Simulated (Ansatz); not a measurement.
An input for Ansatz 0.2.0 (PbSe (Clausthalite)):

File run.py:

```python
import json

import ase.io
import numpy as np
import spglib
from ase.calculators.calculator import CalculationFailed, Calculator
from ase.stress import full_3x3_to_voigt_6_stress
from ase.units import GPa

import ansatz as az

class AnsatzCalculator(Calculator):
    implemented_properties = ["energy", "free_energy", "forces", "stress", "magmom"]

    def calculate(self, atoms, properties, system_changes):
        super().calculate(atoms, properties, system_changes)
        structure = atoms.copy()
        structure.set_constraint()
        structure.set_momenta(None)
        structure.set_masses(None)
        outcome = (
            az.Crystal.from_ase(structure)
            .calculation()
            .basis(xc_grid=2)
            .kpoints(8, 8, 8)
            .functional("rpbe", dispersion="d3bj")
            .pseudopotentials(kind="nc_fr", accuracy="standard")
            .spin("noncollinear", soc=True)
            .scf(tolerance=2e-10)
            .occupations(method="cold", width=0.15)
            .forces()
            .stress()
            .hubbard("Fe", "d", u_eff=4.0)
            .run(threads=2)
        )
        if not outcome.report["converged"]:
            raise CalculationFailed("SCF not converged")
        report = outcome.report
        self.results = {
            "free_energy": report["lagrangian_ev"],
            "energy": report["lagrangian_ev"],
            "forces": np.array(report["forces_ev_ang"]),
            "stress": -GPa * full_3x3_to_voigt_6_stress(report["stress_gpa"]),
            "magmom": report["magnetization_mub"],
        }

np.set_printoptions(precision=5, suppress=True, linewidth=110)
atoms = ase.io.read("PbSe.cif")
cell, frac, numbers = spglib.find_primitive((atoms.cell[:], atoms.get_scaled_positions(), atoms.numbers), symprec=1e-5)
atoms = ase.Atoms(numbers, cell=cell, scaled_positions=frac, pbc=True)
atoms.calc = AnsatzCalculator()
print(f"free energy {atoms.get_potential_energy():.6f} eV")
print("forces (eV/A)", atoms.get_forces(), sep="\n")
print("stress (GPa, Voigt, tension positive)", atoms.get_stress() / GPa, sep="\n")
print(f"moment {atoms.get_magnetic_moment():.4f} muB")
```

The input PbSe.cif:

```cif
data_PbSe
_cell_length_a 6.20185266
_cell_length_b 6.20185266
_cell_length_c 6.20185266
_cell_angle_alpha 90.00000000
_cell_angle_beta 90.00000000
_cell_angle_gamma 90.00000000
_space_group_name_H-M_alt 'Fm-3m'
_space_group_name_Hall '-F 4 2 3'
_space_group_IT_number 225
loop_
_space_group_symop_operation_xyz
'x,y,z'
'-x,-y,-z'
'-y,x,z'
'y,-x,-z'
'-x,-y,z'
'x,y,-z'
'y,-x,z'
'-y,x,-z'
'x,-y,-z'
'-x,y,z'
'-y,-x,-z'
'y,x,z'
'-x,y,-z'
'x,-y,z'
'y,x,-z'
'-y,-x,z'
'z,x,y'
'-z,-x,-y'
'z,-y,x'
'-z,y,-x'
'z,-x,-y'
'-z,x,y'
'z,y,-x'
'-z,-y,x'
'-z,x,-y'
'z,-x,y'
'-z,-y,-x'
'z,y,x'
'-z,-x,y'
'z,x,-y'
'-z,y,x'
'z,-y,-x'
'y,z,x'
'-y,-z,-x'
'x,z,-y'
'-x,-z,y'
'-y,z,-x'
'y,-z,x'
'-x,z,y'
'x,-z,-y'
'-y,-z,x'
'y,z,-x'
'-x,-z,-y'
'x,z,y'
'y,-z,-x'
'-y,z,x'
'x,-z,y'
'-x,z,-y'
'x,y+1/2,z+1/2'
'-x,-y+1/2,-z+1/2'
'-y,x+1/2,z+1/2'
'y,-x+1/2,-z+1/2'
'-x,-y+1/2,z+1/2'
'x,y+1/2,-z+1/2'
'y,-x+1/2,z+1/2'
'-y,x+1/2,-z+1/2'
'x,-y+1/2,-z+1/2'
'-x,y+1/2,z+1/2'
'-y,-x+1/2,-z+1/2'
[... 41 lines left out ...]
'-x+1/2,-y,z+1/2'
'x+1/2,y,-z+1/2'
'y+1/2,-x,z+1/2'
'-y+1/2,x,-z+1/2'
'x+1/2,-y,-z+1/2'
'-x+1/2,y,z+1/2'
'-y+1/2,-x,-z+1/2'
'y+1/2,x,z+1/2'
'-x+1/2,y,-z+1/2'
'x+1/2,-y,z+1/2'
'y+1/2,x,-z+1/2'
'-y+1/2,-x,z+1/2'
'z+1/2,x,y+1/2'
'-z+1/2,-x,-y+1/2'
'z+1/2,-y,x+1/2'
'-z+1/2,y,-x+1/2'
'z+1/2,-x,-y+1/2'
'-z+1/2,x,y+1/2'
'z+1/2,y,-x+1/2'
'-z+1/2,-y,x+1/2'
'-z+1/2,x,-y+1/2'
'z+1/2,-x,y+1/2'
'-z+1/2,-y,-x+1/2'
'z+1/2,y,x+1/2'
'-z+1/2,-x,y+1/2'
'z+1/2,x,-y+1/2'
'-z+1/2,y,x+1/2'
'z+1/2,-y,-x+1/2'
'y+1/2,z,x+1/2'
'-y+1/2,-z,-x+1/2'
'x+1/2,z,-y+1/2'
'-x+1/2,-z,y+1/2'
'-y+1/2,z,-x+1/2'
'y+1/2,-z,x+1/2'
'-x+1/2,z,y+1/2'
'x+1/2,-z,-y+1/2'
'-y+1/2,-z,x+1/2'
'y+1/2,z,-x+1/2'
'-x+1/2,-z,-y+1/2'
'x+1/2,z,y+1/2'
'y+1/2,-z,-x+1/2'
'-y+1/2,z,x+1/2'
'x+1/2,-z,y+1/2'
'-x+1/2,z,-y+1/2'
'x+1/2,y+1/2,z'
'-x+1/2,-y+1/2,-z'
'-y+1/2,x+1/2,z'
'y+1/2,-x+1/2,-z'
'-x+1/2,-y+1/2,z'
'x+1/2,y+1/2,-z'
'y+1/2,-x+1/2,z'
'-y+1/2,x+1/2,-z'
'x+1/2,-y+1/2,-z'
'-x+1/2,y+1/2,z'
'-y+1/2,-x+1/2,-z'
'y+1/2,x+1/2,z'
'-x+1/2,y+1/2,-z'
'x+1/2,-y+1/2,z'
'y+1/2,x+1/2,-z'
'-y+1/2,-x+1/2,z'
'z+1/2,x+1/2,y'
'-z+1/2,-x+1/2,-y'
'z+1/2,-y+1/2,x'
'-z+1/2,y+1/2,-x'
'z+1/2,-x+1/2,-y'
'-z+1/2,x+1/2,y'
'z+1/2,y+1/2,-x'
'-z+1/2,-y+1/2,x'
'-z+1/2,x+1/2,-y'
'z+1/2,-x+1/2,y'
'-z+1/2,-y+1/2,-x'
'z+1/2,y+1/2,x'
'-z+1/2,-x+1/2,y'
'z+1/2,x+1/2,-y'
'-z+1/2,y+1/2,x'
'z+1/2,-y+1/2,-x'
'y+1/2,z+1/2,x'
'-y+1/2,-z+1/2,-x'
'x+1/2,z+1/2,-y'
'-x+1/2,-z+1/2,y'
'-y+1/2,z+1/2,-x'
'y+1/2,-z+1/2,x'
'-x+1/2,z+1/2,y'
'x+1/2,-z+1/2,-y'
'-y+1/2,-z+1/2,x'
'y+1/2,z+1/2,-x'
'-x+1/2,-z+1/2,-y'
'x+1/2,z+1/2,y'
'y+1/2,-z+1/2,-x'
'-y+1/2,z+1/2,x'
'x+1/2,-z+1/2,y'
'-x+1/2,z+1/2,-y'
loop_
_atom_site_label
_atom_site_type_symbol
_atom_site_symmetry_multiplicity
_atom_site_Wyckoff_symbol
_atom_site_fract_x
_atom_site_fract_y
_atom_site_fract_z
_atom_site_occupancy
Pb1 Pb 4 a 0.0000000000 0.0000000000 0.0000000000 1
Se1 Se 4 b 0.5000000000 0.0000000000 0.0000000000 1
```

Potentials or basis: PseudoDojo standard.

Command:

```sh
$ python run.py
```

**Question.** How does this run end?

**Answer.** The run stopped without a result. It printed:

Output:

```text
Traceback (most recent call last):
  File "run.py", line 54, in <module>
  File "run.py", line 34, in calculate
  [frames inside libraries left out]
ansatz.errors.InputError: .hubbard: no 'Fe' in the crystal as it stands (species: Pb, Se)  [hamiltonian.hubbard[].species]
```
